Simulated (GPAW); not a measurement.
MoP:

```
CELL_PARAMETERS angstrom
3.22300 0.00000 0.00000
-1.61150 2.79120 0.00000
0.00000 0.00000 3.19100
ATOMIC_POSITIONS crystal
Mo 0.00000 0.00000 0.00000
P 0.33333 0.66667 0.50000
```

| Item | Value |
| --- | --- |
| Program | GPAW 26.7.0 |
| Task | relaxation of cell and atoms |
| Functional | PBE |
| Dispersion | D3(BJ) |
| Potentials or basis | GPAW PAW data sets (gpaw-data 1.2.1) |
| Cutoff | 600 eV |
| Basis | pw |
| k mesh | 7 × 7 × 6 |
| Occupations | fermi-dirac, width 0.05 eV |
| Spin | no spin polarisation |

At the start: pressure -4.2 GPa; volume 14.35 Å³/atom.

Question: Where does the relaxation end?

Answer: Over 9 steps the energy falls by 3.4 meV/atom and the volume is 14.10 Å³/atom (-1.8 %); space group P-6m2 (No. 187, to 0.05 Å).

The path:
```tsv
step	energy change (eV)	largest force (eV/Å)	pressure (GPa)	volume (Å³)
1	0.0000	0.0000	-4.22	28.71
2	-0.0037	0.0000	-2.93	28.54
3	-0.0067	0.0000	-0.67	28.27
4	-0.0055	0.0000	1.91	27.98
5	-0.0057	0.0000	1.76	27.99
6	-0.0061	0.0000	1.45	28.03
7	-0.0065	0.0000	1.03	28.08
8	-0.0068	0.0000	0.53	28.13
9	-0.0069	0.0000	-0.01	28.19
```

Final structure:
```yaml
crystal:
  lattice:
    - [3.20529, 0.00000, 0.00000]
    - [-1.60265, 2.77586, 0.00000]
    - [0.00000, 0.00000, 3.16873]
  atoms:
    - { symbol: Mo, position: [0.00000, 0.00000, 0.00000] }
    - { symbol: P, position: [0.33333, 0.66667, 0.50000] }
```

Caveat: later steps reuse the first step's grids; pairwise dispersion overbinds metals, which lowers pressure and volume.
